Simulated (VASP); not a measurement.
Crystal: AlRu.

```
Ru Al
1.0
     2.99160    0.00000    0.00000
     0.00000    2.99160    0.00000
     0.00000    0.00000    2.99160
Ru Al
1 1
Direct
  0.50000 0.50000 0.50000
  0.00000 0.00000 0.00000
```

* Program: VASP 6.6.1
* Task: relaxation of cell and atoms
* Functional: RPBE
* Potentials or basis: VASP PAW PBE potentials, release 64 (Ru_pv, Al)
* Cutoff: 600 eV
* k mesh: 9 × 9 × 9
* Occupations: fermi-dirac, width 0.05 eV
* Spin: no spin polarisation

At the start: pressure 5.8 GPa; volume 13.39 Å³/atom.

Question: Where does the relaxation end?

Answer: Over 3 steps the energy falls by 6.8 meV/atom and the volume is 13.78 Å³/atom (+2.9 %); space group Pm-3m (No. 221, to 0.05 Å).

The path:
```tsv
step	energy change (eV)	largest force (eV/Å)	pressure (GPa)	volume (Å³)
1	0.0000	0.0000	5.77	26.77
2	0.0132	0.0000	-7.38	28.69
3	-0.0137	0.0000	-0.10	27.56
```

Final structure:
```xyz
2
Lattice="3.0205 0.0000 0.0000 0.0000 3.0205 0.0000 0.0000 0.0000 3.0205" Properties=species:S:1:pos:R:3 pbc="T T T"
Ru    1.5103    1.5103    1.5103
Al    0.0000    0.0000    0.0000
```

Caveat: the PAW data sets were made with another functional, which shifts forces and pressure a little.
